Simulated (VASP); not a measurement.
# Co (P-1) in VASP: single point with PBEsol+U

Aim: the single point of Co with PBEsol+U.

Everything below comes from runs of VASP 6.6.1. Logs are shortened: lines on timing, memory, paths and dates and some standing lists are left out, and cuts for length are marked.

## Step 1: The cell of the first run

The typed cell holds 1 atom: a = 2.431 Å, b = 2.451 Å, c = 2.387 Å, α = 108.86°, β = 108.78°, γ = 110.14°.

This isn't the form of Co at room conditions, which is hcp.

## Step 2: Single point, PBEsol+U, collinear spin, typed start (cell strained at random at fixed volume)

Input file INCAR:

```
SYSTEM = Co
  PREC = Accurate
  ENCUT = 520
  EDIFF = 1E-6
  ISMEAR = 1
  SIGMA = 0.05
  LREAL = .FALSE.
  LASPH = .TRUE.
  NELM = 150
  ALGO = Normal
  ISIF = 2
  LWAVE = .FALSE.
  LCHARG = .TRUE.
  ISPIN = 2
  MAGMOM = -0.15
  LORBIT = 11
  LMAXMIX = 4
  LDAU = .TRUE.
  LDAUTYPE = 2
  LDAUL = 2
  LDAUU = 8
  LDAUJ = 0
  LDAUPRINT = 1
  GGA = PS
  LELF = .TRUE.
  LVHAR = .TRUE.
  NBANDS = 14
```

Input file KPOINTS:

```
regular mesh
0
G
  13 13 13
  0 0 0
```

Input file POSCAR:

```
Co
1.0
   -1.3996550000      1.4214410000      1.3886580000
    1.4351370000     -1.4037660000      1.4064650000
    1.3794260000      1.3835360000     -1.3709830000
Co
1
Direct
    0.0009030000     -0.0045780000     -0.0017540000
```

Potentials or basis: VASP PAW PBE potentials, release 64 (Co).

On the command line:

```sh
> cat potpaw_PBE.64/Co/POTCAR > POTCAR
> mpirun -np 1 vasp_std > vasp.out
```

OUTCAR:

```text
SYSTEM = Co
   PREC = Accurate
   ENCUT = 520
   EDIFF = 1E-6
   ISMEAR = 1
   LREAL = .FALSE.
   LASPH = .TRUE.
   NELM = 150
   ISIF = 2
   ISPIN = 2
   LORBIT = 11
   GGA = PS

 ion  position               nearest neighbor table
   1  0.001  0.995  0.998-

  LATTYP: Found a triclinic cell.
 ALAT       =     6.3126948922
 B/A-ratio  =     0.6340032420
 C/A-ratio  =     0.3780875617
 COS(alpha) =     0.0023871327
 COS(beta)  =     0.2556245825
 COS(gamma) =     0.9499200560

  Lattice vectors:

 A1 = (   2.8550210000,  -5.6301840000,   0.0001320000)
 A2 = (   2.8347920000,  -2.8252070000,   0.0178070000)
 A3 = (  -1.3794260000,  -1.3835360000,   1.3709830000)

Analysis of symmetry for initial positions (statically):
=====================================================================
 Subroutine PRICEL returns:
 Original cell was already a primitive cell.

 Routine SETGRP: Setting up the symmetry group for a
 triclinic supercell.

 Subroutine GETGRP returns: Found  2 space group operations
 (whereof  1 operations were pure point group operations)
 out of a pool of  2 trial point group operations.

The static configuration has the point symmetry C_1 .
 The point group associated with its full space group is S_2 .

Analysis of symmetry for dynamics (positions and initial velocities):
=====================================================================
 Subroutine PRICEL returns:
 Original cell was already a primitive cell.

 Routine SETGRP: Setting up the symmetry group for a
 triclinic supercell.

 Subroutine GETGRP returns: Found  2 space group operations
 (whereof  1 operations were pure point group operations)
 out of a pool of  2 trial point group operations.

The dynamic configuration has the point symmetry C_1 .
 The point group associated with its full space group is S_2 .

Analysis of structural, dynamic, and magnetic symmetry:
=====================================================================
 Subroutine PRICEL returns:
 Original cell was already a primitive cell.

 Routine SETGRP: Setting up the symmetry group for a
 triclinic supercell.

 Subroutine GETGRP returns: Found  2 space group operations
 (whereof  1 operations were pure point group operations)
 out of a pool of  2 trial point group operations.

The overall configuration has the point symmetry C_1 .
 The point group associated with its full space group is S_2 .

 Subroutine INISYM returns: Found  2 space group operations
 (whereof  1 operations are pure point group operations),
 and found     1 'primitive' translations

----------------------------------------------------------------------------------------

                                     Primitive cell

  volume of cell :      11.0307

  direct lattice vectors                    reciprocal lattice vectors
    -1.399655000  1.421441000  1.388658000    -0.001936026  0.354254770  0.355550450
     1.435137000 -1.403766000  1.406465000     0.350843093  0.000303904  0.353310396
     1.379426000  1.383536000 -1.370983000     0.357962172  0.359133666 -0.006815049

  length of vectors
     2.430617139  2.451187669  2.386751420     0.501912655  0.497914856  0.507109802

  position of ions in fractional coordinates (direct lattice)
     0.000903000  0.995422000  0.998246000

  ion indices of the primitive-cell ions
   primitive index   ion index
                 1           1

----------------------------------------------------------------------------------------

 KPOINTS: regular mesh

Automatic generation of k-mesh.
 Grid dimensions read from file:
 generate k-points for:   13   13   13

 Generating k-lattice:
[... 67 lines left out ...]
   NFREE  =      0    steps in history (QN), initial steepest desc. (CG)
   ISIF   =      2    stress and relaxation
   ISYM   =      2    0-nonsym 1-usesym 2-fastsym
   POTIM  = 0.5000    time-step for ionic-motion
   TEBEG  =    0.0;   TEEND  =   0.0 temperature during run
   PSTRESS=    0.0 pullay stress
   NELECT =       9.0000    total number of electrons
   NUPDOWN=      -1.0000    fix difference up-down
   EMIN   =  10.00;   EMAX   =-10.00  energy-range for DOS
   EFERMI =   0.00;   METHOD = LEGACY
   ISMEAR =     1;   SIGMA  =   0.05  broadening in eV -4-tet -1-fermi 0-gaus
   EFERMI_NEDOS =   21; number of points for ismear=-14 and -15
   IALGO  =     38    algorithm
   IMIX   =      4    mixing-type and parameters
     AMIX     =   0.40;   BMIX     =  1.00
     AMIX_MAG =   1.60;   BMIX_MAG =  1.00
  volume/ion in A,a.u.               =      11.03        74.44
  Fermi-wavevector in a.u.,A,eV,Ry     =   1.529755  2.890818 31.839678  2.340150
  Thomas-Fermi vector in A             =   2.637332
   LORBIT       =     11    0 simple, 1 ext, 2 COOP (PROOUT), +10 PAW based schemes
 LDA+U is selected, type is set to LDAUTYPE =  2
   angular momentum for each species LDAUL =     2
   U (eV)           for each species LDAUU =   8.0
   J (eV)           for each species LDAUJ =   0.0
   GGA     = PS    functional components
   LHFCALC =     F    Hartree Fock is set to
   AEXX    =    0.0000 exact exchange contribution
   IVDW    =     0    specifies the selected vdW correction
   LEPSILON=     F    determine dielectric tensor
   LRPA    =     F    only Hartree local field effects (RPA)
 spin polarized calculation
 Methfessel and Paxton  Order N= 1 SIGMA  =   0.05
  energy-cutoff  :      520.00
  volume of cell :       11.03
 maximum number of plane-waves:       321
 NGX is ok and might be reduce to    18
   NGX =  9   NGY =  9   NGZ =  9

atom =   1  type =  1  l = 2

 onsite density matrix

spin component  1

  0.8996  0.0022 -0.0122  0.0004  0.0041
  0.0022  0.8998 -0.0091 -0.0008  0.0046
 -0.0122 -0.0091  0.0309 -0.0168 -0.0002
  0.0004 -0.0008 -0.0168  0.8985 -0.0203
  0.0041  0.0046 -0.0002 -0.0203  0.0310

spin component  2

  0.9509 -0.0005 -0.0004 -0.0001 -0.0001
 -0.0005  0.9511  0.0001  0.0002  0.0003
 -0.0004  0.0001  0.9643  0.0002  0.0001
 -0.0001  0.0002  0.0002  0.9510 -0.0002
 -0.0001  0.0003  0.0001 -0.0002  0.9647

 occupancies and eigenvectors

  o =  0.0299  v = -0.0081 -0.0050 -0.7849 -0.0296 -0.6188  0.0000  0.0000  0.0000  0.0000  0.0000      0.0000  0.0000  0.0000  0.0000  0.0000  0.0000  0.0000  0.0000  0.0000  0.0000
  o =  0.0309  v =  0.0124  0.0107  0.6191 -0.0063 -0.7851  0.0000  0.0000  0.0000  0.0000  0.0000      0.0000  0.0000  0.0000  0.0000  0.0000  0.0000  0.0000  0.0000  0.0000  0.0000
  o =  0.8971  v = -0.6522  0.6507 -0.0052  0.3888 -0.0087  0.0000  0.0000  0.0000  0.0000  0.0000      0.0000  0.0000  0.0000  0.0000  0.0000  0.0000  0.0000  0.0000  0.0000  0.0000
  o =  0.8997  v = -0.3243  0.2241  0.0200 -0.9185  0.0211  0.0000  0.0000  0.0000  0.0000  0.0000      0.0000  0.0000  0.0000  0.0000  0.0000  0.0000  0.0000  0.0000  0.0000  0.0000
  o =  0.9023  v =  0.6850  0.7254 -0.0159 -0.0650  0.0086  0.0000  0.0000  0.0000  0.0000  0.0000      0.0000  0.0000  0.0000  0.0000  0.0000  0.0000  0.0000  0.0000  0.0000  0.0000
  o =  0.9505  v =  0.0000  0.0000  0.0000  0.0000  0.0000  0.7752  0.6305  0.0174 -0.0343 -0.0090      0.0000  0.0000  0.0000  0.0000  0.0000  0.0000  0.0000  0.0000  0.0000  0.0000
  o =  0.9509  v =  0.0000  0.0000  0.0000  0.0000  0.0000 -0.2143  0.2111  0.0077 -0.9534 -0.0201      0.0000  0.0000  0.0000  0.0000  0.0000  0.0000  0.0000  0.0000  0.0000  0.0000
  o =  0.9516  v =  0.0000  0.0000  0.0000  0.0000  0.0000 -0.5934  0.7464 -0.0332  0.2988 -0.0186      0.0000  0.0000  0.0000  0.0000  0.0000  0.0000  0.0000  0.0000  0.0000  0.0000
  o =  0.9643  v =  0.0000  0.0000  0.0000  0.0000  0.0000  0.0286 -0.0061 -0.9693 -0.0207  0.2431      0.0000  0.0000  0.0000  0.0000  0.0000  0.0000  0.0000  0.0000  0.0000  0.0000
  o =  0.9648  v =  0.0000  0.0000  0.0000  0.0000  0.0000 -0.0158  0.0261  0.2428 -0.0092  0.9696      0.0000  0.0000  0.0000  0.0000  0.0000  0.0000  0.0000  0.0000  0.0000  0.0000

 number of electron       9.0000001 magnetization      -2.0262566

 Free energy of the ion-electron system (eV)
  ---------------------------------------------------
  ext. energy  EPLUGINS =         0.00000000
  ---------------------------------------------------
  free energy    TOTEN  =        -3.11221394 eV

  energy without entropy =       -3.11219350  energy(sigma->0) =       -3.11220713

 E-fermi :  10.1612     XC(G=0): -13.3083

 val. band max:       10.1591042331   @ k =  -0.3077   0.4615   0.0000
 cond. band min:      10.1642381855   @ k =   0.4615  -0.3846   0.3077
 fundamental gap:      0.0051339525
 Fermi energy:        10.1611574236

 spin component 1

 k-point     1 :       0.0000    0.0000    0.0000
  band No.  band energies     occupation
      1       1.3557      1.00000
      2       6.1743      1.00000
      3       6.3612      1.00000
      4       6.4022      1.00000
      5      15.5786      0.00000
      6      15.6209      0.00000
      7      34.8057      0.00000
      8      35.4777      0.00000
      9      35.7083      0.00000
     10      37.5825      0.00000
     11      37.6838      0.00000
     12      37.8053      0.00000
[... 793 lines left out ...]
      3       4.5901      1.00000
      4       5.4009      1.00000
      5       5.7116      1.00000
      6       7.6191      1.00000
      7      21.2746      0.00000
      8      23.8525      0.00000
      9      30.4562      0.00000
     10      33.8570      0.00000
     11      37.3975      0.00000
     12      40.3214      0.00000
     13      44.3709      0.00000
     14      47.4315      0.00000

 [... further k-points ...]

------------------------ aborting loop because EDIFF is reached ----------------------------------------

  FORCE on cell =-STRESS in cart. coord.  units (eV):
  Direction    XX          YY          ZZ          XY          YZ          ZX
  --------------------------------------------------------------------------------------
  -------------------------------------------------------------------------------------
  Total        1.4073326      1.4416095      1.4321312      0.0497762     -0.0327800     -0.0671481
  in kB      204.4117987    209.3904361    208.0137287      7.2298847     -4.7612131     -9.7531024
  external PRESSURE =     207.2719878 kB  Pullay stress =       0.0000000 kB

 VOLUME and BASIS-vectors are now :
 -----------------------------------------------------------------------------
  energy-cutoff  :      520.00
  volume of cell :       11.03
      direct lattice vectors                 reciprocal lattice vectors
    -1.399655000  1.421441000  1.388658000    -0.001936026  0.354254770  0.355550450
     1.435137000 -1.403766000  1.406465000     0.350843093  0.000303904  0.353310396
     1.379426000  1.383536000 -1.370983000     0.357962172  0.359133666 -0.006815049

 POSITION                                       TOTAL-FORCE (eV/Angst)
 -----------------------------------------------------------------------------------
      2.80431     -0.01495      0.03270         0.000000     -0.000000      0.000000
 -----------------------------------------------------------------------------------
    total drift:                               -0.000001      0.000003      0.000005

  FREE ENERGIE OF THE ION-ELECTRON SYSTEM (eV)
  ---------------------------------------------------
  free  energy   TOTEN  =        -3.1122139447 eV

  energy  without entropy=       -3.1121934961  energy(sigma->0) =       -3.11220713

 total charge

# of ion       s       p       d       tot
------------------------------------------
    1        0.485   0.479   7.508   8.471

 magnetization (x)

# of ion       s       p       d       tot
------------------------------------------
    1        0.001   0.015  -2.019  -2.003
```

Wall time 4.7 min (1 thread of Intel Xeon 6975P-C (Granite Rapids), shared host); peak memory 0.38 GiB.

Results:

* Free energy: -3.1122 eV
* Pressure: 20.7 GPa
* Band gap on the k mesh: none (metal or under the smearing width)
* Net moment: -2.03 μB per cell
* Site moments: Co -2.00 μB
* Valence electrons inside the program's atomic spheres: Co 8.47

Levels at points of the mesh, in eV from the Fermi level:
Spin up:
```csv
k point,band 1,band 2,band 3,band 4,band 5,band 6,band 7
"(0.00, 0.00, 0.00)",-8.81,-3.99,-3.80,-3.76,5.42,5.46,24.64
```
Spin down:
```tsv
k point	band 4	band 5	band 6	band 7	band 8	band 9
(0.00, 0.00, 0.00)	-5.36	-5.02	-4.99	24.42	25.07	25.30
```

Eigenvalues of the final occupation matrices:
```
    site  spin  trace               eigenvalues
site 1 d     1   2.76  0.03 0.03 0.90 0.90 0.90
site 1 d     2   4.78  0.95 0.95 0.95 0.96 0.96
```

Caveat: the PAW data sets were made with another functional, which shifts forces and pressure a little; the U is typed as a test and isn't derived for this compound.
